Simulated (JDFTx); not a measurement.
# Cr (Im-3m) in JDFTx: reference runs

How does Cr come out in PBEsol? The cell is run as given and disturbed, then over a range of volumes.

All numbers are computed with JDFTx 1.7.0 (patched build); they aren't measurements. Logs are shortened: lines on timing, memory, paths and dates and some standing lists are left out, and cuts for length are marked. The log counts tension as positive stress, the text compression.

## 1. Starting point

The structure is cubic, space group Im-3m (No. 229). Conventional cell: a = 2.969 Å, b = 2.969 Å, c = 2.969 Å, α = 90.00°, β = 90.00°, γ = 90.00°. Around Cr (site symmetry m-3m) lie 8 Cr at 2.57 Å.

## 2. Single point, PBEsol, collinear spin, ferromagnetic start

Cr.in

```
lattice \
   -2.8052033365     2.8052033365     2.8052033365 \
    2.8052033365    -2.8052033365     2.8052033365 \
    2.8052033365     2.8052033365    -2.8052033365
coords-type Lattice
ion Cr     0.0000000000     0.0000000000     0.0000000000 1

ion-species pseudo/Cr.upf
elec-cutoff 47
elec-ex-corr gga-PBEsol
kpoint-folding 12 12 12
elec-smearing Fermi 0.0018374661
elec-n-bands 14
spintype z-spin
initial-magnetic-moments Cr 3
elec-initial-magnetization 3 no
electronic-SCF nIterations 100 energyDiffThreshold 1e-09
electronic-minimize nIterations 30 energyDiffThreshold 1e-7
converge-empty-states yes
forces-output-coords Cartesian

dump-name run.$VAR
dump End Ecomponents EigStats BandEigs Kpoints Forces Stress
```

Potentials or basis: PseudoDojo-SR-PBEsol-0.4.1-standard with smoothed tails.

Command:

```console
jdftx -c 1 -i Cr.in -o Cr.out
```

What it wrote:

```text
*************** JDFTx 1.7.0 (patched build) ***************

Input parsed successfully to the following command list (including defaults):
[... the input with its defaults ...]

---------- Setting up symmetries ----------

Found 48 point-group symmetries of the bravais lattice
Found 48 space-group symmetries with basis
Applied RMS atom displacement 0 bohrs to make symmetries exact.

---------- Initializing the Grid ----------
R =
[      -2.8052       2.8052       2.8052  ]
[       2.8052      -2.8052       2.8052  ]
[       2.8052       2.8052      -2.8052  ]
unit cell volume = 88.2984
G =
[ -9.41575e-18    1.11992    1.11992  ]
[    1.11992 -9.41575e-18    1.11992  ]
[    1.11992    1.11992 -9.41575e-18  ]
Minimum fftbox size, Smin = [  32  32  32  ]
Chosen fftbox size, S = [  32  32  32  ]

---------- Exchange Correlation functional ----------
Initalized PBEsol GGA exchange.
Initalized PBEsol GGA correlation.

---------- Setting up pseudopotentials ----------
Width of ionic core gaussian charges (only for fluid interactions / plotting) set to 0

Reading pseudopotential file 'pseudo/Cr.upf':
  'Cr' pseudopotential, 'PBESOL' functional
  Generated using ONCVPSP code by D. R. Hamann
  14 valence electrons, 4 orbitals, 6 projectors, 1001 radial grid points, with lMax = 2
    3S    l: 0   occupation:  2.0   eigenvalue: -2.711048
    3P    l: 1   occupation:  6.0   eigenvalue: -1.666113
    3D    l: 2   occupation:  5.0   eigenvalue: -0.107633
    4S    l: 0   occupation:  1.0   eigenvalue: -0.147586
  Core radius for overlap checks: 1.64 bohrs.

Initialized 1 species with 1 total atoms.

Folded 1 k-points by 12x12x12 to 1728 k-points.

---------- Setting up k-points, bands, fillings ----------
Reduced to 72 k-points under symmetry.
Computing the number of bands and number of electrons
Calculating initial fillings.
nElectrons:  14.000000   nBands: 14   nStates: 144

----- Setting up reduced wavefunction bases (one per k-point) -----
average nbasis = 1358.847 , ideal nbasis = 1358.920

---------- Setting up ewald sum ----------
Optimum gaussian width for ewald sums = 1.751508 bohr.
Real space sum over 2197 unit cells with max indices [  6  6  6  ]
Reciprocal space sum over 2197 terms with max indices [  6  6  6  ]

---------- Allocating electronic variables ----------
Initializing wave functions:  linear combination of atomic orbitals
Note: number of bands (14) exceeds available atomic orbitals (10)
Cr (M=3) pseudo-atom majority spin occupations:   s ( 1 1 )  p ( 3 )  d ( 3.5 )
Cr (M=3) pseudo-atom minority spin occupations:   s ( 1 1 )  p ( 3 )  d ( 0.5 )
	FillingsUpdate:  mu: +0.457681684  nElectrons: 14.000000  magneticMoment: [ Abs: 0.91284  Tot: +0.90041 ]
LCAOMinimize: Iter:   0  F: -86.2038502138707941  |grad|_K:  4.538e-03  alpha:  1.000e+00
	FillingsUpdate:  mu: +0.605349112  nElectrons: 14.000000  magneticMoment: [ Abs: 1.06046  Tot: +1.06045 ]
LCAOMinimize: Iter:   1  F: -86.3427228115213268  |grad|_K:  7.823e-04  alpha:  3.900e-01  linmin: -3.498e-02  cgtest:  3.896e-01
LCAOMinimize: Encountered beta<0, resetting CG.
[... 14 lines of inner loops ...]
LCAOMinimize: Iter:   7  F: -86.3561895013081511  |grad|_K:  7.014e-07  alpha:  7.928e-01  linmin:  1.651e-05  cgtest:  2.059e-03
	FillingsUpdate:  mu: +0.615719438  nElectrons: 14.000000  magneticMoment: [ Abs: 0.00661  Tot: +0.00661 ]
LCAOMinimize: Iter:   8  F: -86.3561895054631776  |grad|_K:  6.347e-08  alpha:  5.986e-01  linmin: -9.526e-05  cgtest: -8.463e-03
LCAOMinimize: Converged (|Delta F|<1.000000e-06 for 2 iters).

-------- Electronic minimization -----------
Will mix electronic density at each iteration.
	FillingsUpdate:  mu: +0.615719438  nElectrons: 14.000000  magneticMoment: [ Abs: 0.00661  Tot: +0.00661 ]
	FillingsUpdate:  mu: +0.613162025  nElectrons: 14.000000  magneticMoment: [ Abs: 0.00661  Tot: +0.00661 ]
SCF: Cycle:  0   F: -86.364904456545361   dF: -8.715e-03   |Residual|: 4.448e-02   |deigs|: 5.061e-01
	FillingsUpdate:  mu: +0.619044517  nElectrons: 14.000000  magneticMoment: [ Abs: 0.00113  Tot: +0.00113 ]
SCF: Cycle:  1   F: -86.365692458480297   dF: -7.880e-04   |Residual|: 1.516e-02   |deigs|: 1.610e-02
	FillingsUpdate:  mu: +0.617108806  nElectrons: 14.000000  magneticMoment: [ Abs: 0.00016  Tot: +0.00014 ]
SCF: Cycle:  2   F: -86.365765234706998   dF: -7.278e-05   |Residual|: 7.365e-03   |deigs|: 3.942e-03
	FillingsUpdate:  mu: +0.617217735  nElectrons: 14.000000  magneticMoment: [ Abs: 0.00022  Tot: -0.00022 ]
SCF: Cycle:  3   F: -86.365771123656970   dF: -5.889e-06   |Residual|: 7.447e-04   |deigs|: 1.393e-03
	FillingsUpdate:  mu: +0.617096219  nElectrons: 14.000000  magneticMoment: [ Abs: 0.00020  Tot: +0.00019 ]
SCF: Cycle:  4   F: -86.365771254274335   dF: -1.306e-07   |Residual|: 5.790e-04   |deigs|: 8.571e-04
	FillingsUpdate:  mu: +0.617162146  nElectrons: 14.000000  magneticMoment: [ Abs: 0.00003  Tot: +0.00002 ]
SCF: Cycle:  5   F: -86.365771468713291   dF: -2.144e-07   |Residual|: 2.571e-05   |deigs|: 4.877e-04
	FillingsUpdate:  mu: +0.617162109  nElectrons: 14.000000  magneticMoment: [ Abs: 0.00002  Tot: -0.00001 ]
SCF: Cycle:  6   F: -86.365771473154425   dF: -4.441e-09   |Residual|: 2.834e-05   |deigs|: 2.861e-04
	FillingsUpdate:  mu: +0.617160000  nElectrons: 14.000000  magneticMoment: [ Abs: 0.00001  Tot: -0.00000 ]
SCF: Cycle:  7   F: -86.365771473929939   dF: -7.755e-10   |Residual|: 5.385e-06   |deigs|: 1.680e-04
	FillingsUpdate:  mu: +0.617159644  nElectrons: 14.000000  magneticMoment: [ Abs: 0.00000  Tot: -0.00000 ]
SCF: Cycle:  8   F: -86.365771474071209   dF: -1.413e-10   |Residual|: 1.564e-06   |deigs|: 1.233e-04
SCF: Converged (|Delta E|<1.000000e-09 for 2 iters).

Setting wave functions to eigenvectors of Hamiltonian
Converging empty states (this may take a while): |deigs|: 5.390e-04

# Stress tensor in Cartesian coordinates [Eh/a0^3]:
[   0.00109864            0            0  ]
[            0   0.00109864            0  ]
[            0            0   0.00109864  ]

# Ionic positions in lattice coordinates:
ion Cr   0.000000000000000   0.000000000000000   0.000000000000000 1

# Forces in Cartesian coordinates:
force Cr  -0.000000000000000  -0.000000000000000   0.000000000000000 1

# Energy components:
   Eewald =      -63.5684539176450514
       EH =       19.0380184136306490
     Eloc =      -63.1141089095211640
      Enl =       -6.4107058096627014
      Exc =      -12.9964082819790452
 Exc_core =        2.5287910243388265
       KE =       38.1573387196099532
-------------------------------------
     Etot =      -86.3655287612285321
       TS =        0.0002427128426711
-------------------------------------
        F =      -86.3657714740712095

IonicMinimize: Iter:   0  F: -86.365771474071209  |grad|_K:  0.000e+00
IonicMinimize: Converged (|grad|_K<1.000000e-04).

#--- Lowdin population analysis ---
# oxidation-state Cr +0.101
# magnetic-moments Cr -0.000

Dumping 'run.eigStats' ...
	eMin: -2.015118 at state 0 ( [ +0.000000 +0.000000 +0.000000 ] spin 1 )
	HOMO: +0.616715 at state 11 ( [ +0.000000 +0.083333 +0.416667 ] spin 1 )
	mu  : +0.617159
	LUMO: +0.621170 at state 77 ( [ +0.000000 +0.000000 +0.416667 ] spin -1 )
	eMax: +1.866853 at state 57 ( [ +0.250000 +0.250000 +0.250000 ] spin 1 )
	HOMO-LUMO gap: +0.004455
	Optical gap  : +0.012077 at state 59 ( [ +0.250000 +0.333333 -0.333333 ] spin 1 )
Done!
[note: the HOMO, LUMO and gaps printed at the end count levels as full or empty at half filling, so they show a gap where a level is partly filled]
```

It took 45 s on 1 thread of Intel Xeon Platinum 8488C (Sapphire Rapids), shared host; peak memory 0.14 GiB.

What came out:

```yaml
Free_energy: -2350.1324 eV
Pressure: -32.3 GPa
Band_gap_on_the_k_mesh: none (metal or under the smearing width)
Net_moment: 0.00 μB per cell
Absolute_moment: 0.00 μB per cell
```

Levels at points of the mesh, in eV from the Fermi level:
Spin up:
| k point | band 3 | band 4 | band 5 | band 6 | band 7 | band 8 | band 9 | band 10 |
| --- | --- | --- | --- | --- | --- | --- | --- | --- |
| (0.00, 0.00, 0.00) | -42.69 | -42.69 | -7.45 | -0.69 | -0.69 | -0.69 | 1.03 | 1.03 |
| (0.00, 0.00, 0.50) | -42.90 | -42.70 | -3.86 | -2.02 | 0.82 | 1.02 | 1.30 | 2.52 |
| (0.50, 0.50, 0.50) | -43.13 | -43.13 | -3.62 | -3.62 | 2.18 | 2.18 | 2.18 | 9.48 |
Spin down:
| k point | band 3 | band 4 | band 5 | band 6 | band 7 | band 8 | band 9 | band 10 |
| --- | --- | --- | --- | --- | --- | --- | --- | --- |
| (0.00, 0.00, 0.00) | -42.69 | -42.69 | -7.45 | -0.69 | -0.69 | -0.69 | 1.03 | 1.03 |
| (0.00, 0.00, 0.50) | -42.90 | -42.70 | -3.86 | -2.02 | 0.82 | 1.02 | 1.30 | 2.52 |
| (0.50, 0.50, 0.50) | -43.13 | -43.13 | -3.62 | -3.62 | 2.18 | 2.18 | 2.18 | 9.48 |

Caveat: the starting moments collapsed, and a magnetic state may lie lower; a pressure of tens of GPa on the cell as given is suspect, and the run, the potentials or the cell itself is likely at fault.

## 3. Single point, PBEsol, collinear spin, ferromagnetic start (cell strained at random at fixed volume)

Cr.in: that of step 2 with these lines changed.

```diff
@@ -1,7 +1,7 @@
 lattice \
-   -2.8052033365     2.8052033365     2.8052033365 \
-    2.8052033365    -2.8052033365     2.8052033365 \
-    2.8052033365     2.8052033365    -2.8052033365
+   -2.7979738535     2.9273199376     2.7720827159 \
+    2.7829354130    -2.8278258571     2.8019347195 \
+    2.6886116233     2.8628462617    -2.7335001776
 coords-type Lattice
-ion Cr     0.0000000000     0.0000000000     0.0000000000 1
+ion Cr     0.0065450000    -0.0049150000    -0.0232640000 1
```

Potentials or basis: PseudoDojo-SR-PBEsol-0.4.1-standard with smoothed tails.

Command:

```console
jdftx -c 1 -i Cr.in -o Cr.out
```

Wall time 8.9 min (1 thread of Intel Xeon Platinum 8488C (Sapphire Rapids), shared host); peak memory 1.2 GiB.

Results (log left out):

- Free energy: -2350.1235 eV
- Pressure: -32.1 GPa
- Band gap on the k mesh: none (metal or under the smearing width)
- Net moment: 0.00 μB per cell
- Absolute moment: 0.00 μB per cell

Stress tensor (GPa, compression positive):
```
-35.94   0.25  -2.61
  0.25 -30.81   0.77
 -2.61   0.77 -29.48
```

Levels at points of the mesh, in eV from the Fermi level:
Spin up:
```csv
k point,band 4,band 5,band 6,band 7,band 8,band 9,band 10
"(0.00, 0.00, 0.00)",-42.67,-7.46,-0.95,-0.78,-0.43,0.95,1.12
"(0.00, 0.00, 0.50)",-42.70,-3.87,-1.94,0.81,0.91,1.24,2.51
"(0.00, 0.50, 0.00)",-42.68,-3.90,-2.08,0.40,1.07,1.44,2.37
"(0.00, 0.50, 0.50)",-42.70,-3.88,-2.19,0.81,1.16,1.40,2.46
"(0.50, 0.00, 0.00)",-42.71,-3.87,-2.15,1.08,1.09,1.30,2.56
"(0.50, 0.00, 0.50)",-42.74,-3.86,-1.92,0.83,1.16,1.18,2.63
"(0.50, 0.50, 0.00)",-42.70,-3.87,-1.96,0.66,0.94,1.29,2.45
"(0.50, 0.50, 0.50)",-43.10,-3.67,-3.60,1.93,2.20,2.38,8.96
```
Spin down:
```csv
k point,band 3,band 4,band 5,band 6,band 7,band 8,band 9,band 10
"(0.00, 0.00, 0.00)",-42.70,-42.67,-7.46,-0.95,-0.78,-0.43,0.95,1.12
"(0.00, 0.00, 0.50)",-42.92,-42.70,-3.87,-1.94,0.81,0.91,1.24,2.51
"(0.00, 0.50, 0.00)",-42.87,-42.68,-3.90,-2.08,0.40,1.07,1.44,2.37
"(0.00, 0.50, 0.50)",-42.91,-42.70,-3.88,-2.19,0.81,1.16,1.40,2.46
"(0.50, 0.00, 0.00)",-42.94,-42.71,-3.87,-2.15,1.08,1.09,1.30,2.56
"(0.50, 0.00, 0.50)",-42.95,-42.74,-3.86,-1.92,0.83,1.16,1.18,2.63
"(0.50, 0.50, 0.00)",-42.89,-42.70,-3.87,-1.96,0.66,0.94,1.29,2.45
"(0.50, 0.50, 0.50)",-43.15,-43.10,-3.67,-3.60,1.93,2.20,2.38,8.96
```

Caveat: the cell as given lies far from equilibrium; the starting moments collapsed, and a magnetic state may lie lower.

## 4. Equation of state, PBEsol, collinear spin, ferromagnetic start, 12.30 Å³/atom (volume scaled by 0.94)

Cr.in

```
lattice \
   -2.7479382206     2.7479382206     2.7479382206 \
    2.7479382206    -2.7479382206     2.7479382206 \
    2.7479382206     2.7479382206    -2.7479382206
coords-type Lattice
ion Cr     0.0000000000     0.0000000000     0.0000000000 1

ion-species pseudo/Cr.upf
elec-cutoff 47
elec-ex-corr gga-PBEsol
kpoint-folding 12 12 12
elec-smearing Fermi 0.0018374661
elec-n-bands 14
spintype z-spin
initial-magnetic-moments Cr 3
elec-initial-magnetization 3 no
electronic-SCF nIterations 100 energyDiffThreshold 1e-09
electronic-minimize nIterations 30 energyDiffThreshold 1e-7
forces-output-coords Cartesian

dump-name run.$VAR
dump End Ecomponents EigStats BandEigs Kpoints Forces Stress ElecDensity Dtot
```

Command:

```console
jdftx -c 1 -i Cr.in -o Cr.out
```

Wall time 40 s (1 thread of Intel Xeon Platinum 8488C (Sapphire Rapids), shared host); peak memory 0.14 GiB.

It converged, with:

```
Free energy            : -2350.2685 eV
Pressure               : -22.7 GPa
Band gap on the k mesh : none (metal or under the smearing width)
Net moment             : 0.00 μB per cell
Absolute moment        : 0.00 μB per cell
```

Caveat: the starting moments collapsed, and a magnetic state may lie lower.

## 5. Equation of state, PBEsol, collinear spin, ferromagnetic start, 12.56 Å³/atom (volume scaled by 0.96)

Cr.in: that of step 4 with these lines changed.

```diff
@@ -1,5 +1,5 @@
 lattice \
-   -2.7479382206     2.7479382206     2.7479382206 \
-    2.7479382206    -2.7479382206     2.7479382206 \
-    2.7479382206     2.7479382206    -2.7479382206
+   -2.7672905358     2.7672905358     2.7672905358 \
+    2.7672905358    -2.7672905358     2.7672905358 \
+    2.7672905358     2.7672905358    -2.7672905358
 coords-type Lattice
@@ -21,2 +21,2 @@
 dump-name run.$VAR
-dump End Ecomponents EigStats BandEigs Kpoints Forces Stress ElecDensity Dtot
+dump End Ecomponents EigStats BandEigs Kpoints Forces Stress
```

Command:

```console
jdftx -c 1 -i Cr.in -o Cr.out
```

Run time: 43 s. Hardware: 1 thread of Intel Xeon Platinum 8488C (Sapphire Rapids), shared host; peak memory 0.14 GiB.

The run converged. Its results:

```
Free energy            : -2350.2284 eV
Pressure               : -26.3 GPa
Band gap on the k mesh : none (metal or under the smearing width)
Net moment             : 0.00 μB per cell
Absolute moment        : 0.00 μB per cell
```

Caveat: the starting moments collapsed, and a magnetic state may lie lower.

## 6. Equation of state, PBEsol, collinear spin, ferromagnetic start, 12.82 Å³/atom (volume scaled by 0.98)

Cr.in: that of step 5 with these lines changed.

```diff
@@ -1,5 +1,5 @@
 lattice \
-   -2.7672905358     2.7672905358     2.7672905358 \
-    2.7672905358    -2.7672905358     2.7672905358 \
-    2.7672905358     2.7672905358    -2.7672905358
+   -2.7863759012     2.7863759012     2.7863759012 \
+    2.7863759012    -2.7863759012     2.7863759012 \
+    2.7863759012     2.7863759012    -2.7863759012
 coords-type Lattice
```

Potentials or basis: PseudoDojo-SR-PBEsol-0.4.1-standard with smoothed tails.

Command:

```console
jdftx -c 1 -i Cr.in -o Cr.out
```

Wall time 40 s (1 thread of Intel Xeon Platinum 8488C (Sapphire Rapids), shared host); peak memory 0.14 GiB.

It converged, with:

```yaml
Free_energy: -2350.1829 eV
Pressure: -29.5 GPa
Band_gap_on_the_k_mesh: none (metal or under the smearing width)
Net_moment: 0.00 μB per cell
Absolute_moment: 0.00 μB per cell
```

Caveat: the starting moments collapsed, and a magnetic state may lie lower.

## 7. Equation of state, PBEsol, collinear spin, ferromagnetic start, 13.08 Å³/atom

Cr.in: that of step 6 with these lines changed.

```diff
@@ -1,5 +1,5 @@
 lattice \
-   -2.7863759012     2.7863759012     2.7863759012 \
-    2.7863759012    -2.7863759012     2.7863759012 \
-    2.7863759012     2.7863759012    -2.7863759012
+   -2.8052033365     2.8052033365     2.8052033365 \
+    2.8052033365    -2.8052033365     2.8052033365 \
+    2.8052033365     2.8052033365    -2.8052033365
 coords-type Lattice
```

Command:

```console
jdftx -c 1 -i Cr.in -o Cr.out
```

Run time: 42 s. Hardware: 1 thread of Intel Xeon Platinum 8488C (Sapphire Rapids), shared host; peak memory 0.14 GiB.

The run converged. Its results:

| Quantity | Value |
| --- | --- |
| Free energy | -2350.1324 eV |
| Pressure | -32.3 GPa |
| Band gap on the k mesh | none (metal or under the smearing width) |
| Net moment | 0.00 μB per cell |
| Absolute moment | 0.00 μB per cell |

Caveat: the cell as given lies far from equilibrium; the starting moments collapsed, and a magnetic state may lie lower.

(Part 1 of 2 ends here.)
